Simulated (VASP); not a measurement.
A run of VASP 6.6.1:

Contents of INCAR:

```
PREC = Accurate
ENCUT = 520
EDIFF = 1E-6
ISMEAR = -1
SIGMA = 0.02
LREAL = F
LASPH = T
NELM = 100
ALGO = Fast
ISIF = 2
LWAVE = F
LCHARG = F
GGA = PE
NBANDS = 14
```

Contents of KPOINTS:

```
Automatic mesh
0
Gamma
  10 10 10
```

File POSCAR:

```
NaF
1.0
    2.8416262610      0.0481410616      0.0481410616
    0.0481410616      2.8416262610      0.0481410616
    0.0481410616      0.0481410616      2.8416262610
Na F
1 1
Direct
    0.0000000000      0.0000000000      0.0000000000
    0.5000000000      0.5000000000      0.5000000000
```

Potentials or basis: VASP PAW PBE potentials, release 64 (Na_pv, F).

Command:

```console
$ cat potpaw_PBE.64/Na_pv/POTCAR potpaw_PBE.64/F/POTCAR > POTCAR
$ mpirun -np 1 vasp_std > vasp.out
```

Hardware: 1 thread of Intel(R) Xeon(R) Platinum 8375C CPU @ 2.90GHz (Ice Lake) (shared host).

Estimate the wall time of this run.

Run time: 36 s on 1 thread of Intel(R) Xeon(R) Platinum 8375C CPU @ 2.90GHz (Ice Lake), with other jobs on the host, peak memory 0.15 GiB. Counts: scf iterations 14, k points 116.
